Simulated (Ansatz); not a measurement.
# BaS: the cost of one run

Computed with Ansatz 0.2.0 (DFT LDA, scalar-relativistic, unless a step's input says otherwise).

### 1 The system as given

The structure is cubic, space group Fm-3m (No. 225). The conventional cell has a = 6.388 Å, b = 6.388 Å, c = 6.388 Å, α = 90.00°, β = 90.00°, γ = 90.00°. Around Ba (site symmetry m-3m) lie 6 S at 3.19 Å. Around S (site symmetry m-3m) lie 6 Ba at 3.19 Å.

As a file:

```
CELL_PARAMETERS angstrom
0.00000 3.19375 3.19375
3.19375 0.00000 3.19375
3.19375 3.19375 0.00000
ATOMIC_POSITIONS crystal
Ba 0.00000 0.00000 0.00000
S 0.50000 0.50000 0.50000
```

The structure is an experimental refinement, used without relaxation.

Atoms are numbered in the order of the input: Ba1, S2.

### 2 Volume × 0.94, LAPW

input.yaml

```yaml
crystal:
  lattice:
    - [0.0, 3.1285531347, 3.1285531347]
    - [3.1285531347, 0.0, 3.1285531347]
    - [3.1285531347, 3.1285531347, 0.0]
  atoms:
    - { symbol: Ba, position: [0.0, 0.0, 0.0] }
    - { symbol: S, position: [0.5, 0.5, 0.5] }
kpoints:
  mp_grid: { grid: [7, 7, 7] }
  band_path:
    path:
      - [0.0, 0.0, 0.0]
      - [0.5, 0.0, 0.5]
      - [0.625, 0.25, 0.625]
      - [0.375, 0.375, 0.75]
      - [0.0, 0.0, 0.0]
      - [0.5, 0.5, 0.5]
      - [0.5, 0.25, 0.75]
      - [0.5, 0.0, 0.5]
    npoints: 5
scf:
  occupations: { method: fermi_dirac, width: 0.01 }
hamiltonian:
  xc: lda
  pseudopotentials: { kind: all_electron, lapw: { basis_error: 0.00025 } }
output:
  forces: true
  stress: true
  eigenvalues: true
```

Run with:

```bash
> ansatz run input.yaml --threads 1 --pin off --max-ram 3072MiB --backend cpu --events-out ev --progress --plain --runs-dir out
```

Q: Estimate wall time and peak memory on 1 thread of AMD EPYC 9R45 (Zen 5), shared host.

About 3.4 s, with a peak of 0.29 GiB.
